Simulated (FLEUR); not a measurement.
Fe: equation of state with LDA

The system is Fe.

```
CELL_PARAMETERS angstrom
0.00000 1.94174 1.96511
1.49844 0.00000 1.96511
1.49844 1.94174 0.00000
ATOMIC_POSITIONS crystal
Fe 0.00000 0.00000 0.00000
```

```yaml
Program: FLEUR MaX-R8.1 (later development tree)
Task: equation of state
Functional: LDA
Potentials_or_basis: all-electron
Basis: FLAPW
Kmax: 4.67 1/bohr
k_mesh: 13 × 13 × 13
Occupations: fermi-dirac, width 0.05 eV
Spin: collinear spin, program default start
```

The equilibrium volume is 10.41 Å³/atom (rough: see the caveat). The bulk modulus at fixed shape and positions is 267 GPa (rough).

Energy against volume, from the lowest point:
| volume (Å³/atom) | energy (meV/atom) |
| --- | --- |
| 10.749 | 0.00 |
| 10.978 | 14.21 |
| 11.435 | 58.95 |
| 11.893 | 120.30 |
| 12.121 | 155.68 |

Caveat: the minimum lies outside the volumes run; the cell was scaled at fixed shape and fractional positions, which overstates the stiffness of a crystal with free parameters, most of all of layers and chains.
